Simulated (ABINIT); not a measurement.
Runs of ABINIT 10.8.3 (patched build) on BaTiO3. Symmetry: P4mm, No. 99, tetragonal system. The conventional cell has a = 4.000 Å, b = 4.000 Å, c = 4.018 Å, α = 90.00°, β = 90.00°, γ = 90.00°. Ba (site symmetry 4mm) is surrounded by 12 O at 2.79 to 2.88 Å. Around Ti (site symmetry 4mm) lie 6 O at 1.89 to 2.13 Å. O (site symmetry 2mm) is surrounded by 2 Ti at 2.00 Å. O (site symmetry 4mm) has 2 Ti at 1.89 to 2.13 Å as nearest neighbours. 

| task | level | potentials or basis | cell | cutoff (eV) | fine-grid cutoff | gap on the mesh (eV) | pressure (GPa) | largest force (eV/Å) |
| --- | --- | --- | --- | --- | --- | --- | --- | --- |
| band structure | PBE | JTH PAW PBE v2.0 | as given | 626 | 1224.51 eV | 1.89 | 3.6 | 0.29 |
| band structure | TB-mBJ | JTH PAW LDA v2.0 | as given | 762 | 1360.57 eV | (b) | - | - |
| band structure | LDA | JTH PAW LDA v2.0 | as given | 626 | 1224.51 eV | 1.80 | -7.4 | (a) |
| single point | PBE | JTH PAW PBE v2.0 | atoms moved at random, drawn with an rms of 0.05 Å | 626 | 1224.51 eV | 1.90 | 4.1 | 0.58 |

Alike in all rows: no spin polarisation; k mesh 7 × 7 × 7; smearing fermi-dirac 0.05 eV.

**Question.** Fill in the values left out.

**Answer.** (a) 0.43; (b) 2.55.

Caveats: this set's barium file shifts pressures by 1.5 GPa and gaps by 0.1 eV against other sets; spin-orbit coupling is left out, which moves the levels of the heavy elements; the atomic spheres overlap; the mesh misses the band edges, which the band path finds closer together (some runs); the constant c of TB-mBJ comes from the pseudo density here, which moves gaps by up to 0.3 eV between sets of potentials (some runs); the PAW data sets were made with another functional, which shifts forces and pressure a little (some runs); an odd mesh through Γ misses points on the zone boundary, where band edges often lie (some runs).

A k mesh can miss the band edges, and the runs leave out spin-orbit coupling on Ba.
